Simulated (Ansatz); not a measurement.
Deforming CaO

```
CELL_PARAMETERS angstrom
0.00000 2.44900 2.44900
2.44900 0.00000 2.44900
2.44900 2.44900 0.00000
ATOMIC_POSITIONS crystal
Ca 0.00000 0.00000 0.00000
O 0.50000 0.50000 0.50000
```

Atoms are numbered in the order listed.

The cell comes from COD entry 9006719, which wasn't checked; take it as a given geometry. It was measured hot, at 1427 K.

Level of theory: DFT, PBE, all-electron PAW with datasets made for the crystal, scalar-relativistic (Ansatz 0.2.0).

Numerical set-up: a Γ-centred 9×9×9 k mesh, Fermi–Dirac smearing of 0.03 eV, cutoff 280 eV (chosen by the program for this cell), no spin polarisation.

The unchanged cell is at -3.99 GPa, so energy changes include a term −P ΔV where the volume moves.

Semilocal functionals give too small gaps.

x, y and z are the Cartesian axes of the cell as listed; fractional coordinates follow a strain, and an engineering shear is twice the off-diagonal strain component.

Vzz stands for the principal value of largest size of the field-gradient tensor, whatever its axis.

With equal xy, yz and zx engineering shear strains of -4 %: energy change +15 meV/atom; stress change (xx, yy, zz, yz, xz, xy) 0.00, 0.00, 0.00, 2.69, 2.69, 2.69 GPa, compression positive; Vzz in 10²¹ V/m²: Ca1 0 → 1.10 (η = 0.00), O2 0 → -0.57 (η = 0.00); gap on the k mesh 3.71 → 3.56 eV.

With xy engineering shear strain of -4 %: energy change +5 meV/atom; stress change (xx, yy, zz, yz, xz, xy) 0.05, 0.05, -0.10, 0.00, 0.00, 2.98 GPa, compression positive; Vzz in 10²¹ V/m²: Ca1 0 → 0.58 (η = 0.90), O2 0 → -0.33 (η = 0.91).

Problem. With this change (atom 1 (Ca) moved by (0.1414, 0.1414, 0.0000) Å), what becomes of the energy and stress and forces and field gradients and gap?

Solution. Energy change +23 meV/atom; stress change (xx, yy, zz, yz, xz, xy) 2.13, 2.13, -0.14, 0.00, 0.00, -0.26 GPa, compression positive; change of the force on Ca1 (-0.335, -0.335, 0.000) eV/Å; Vzz in 10²¹ V/m²: Ca1 0 → -0.65 (η = 0.25), O2 0 → -0.32 (η = 0.91); gap on the k mesh 3.71 → 3.97 eV.

Problem. What force constant does this one finite step give for Ca1 along its displacement (all its periodic images move with it)?

Solution. k = −ΔF·u/|u|² = 2.37 eV/Å², so the force pulls the atom back.
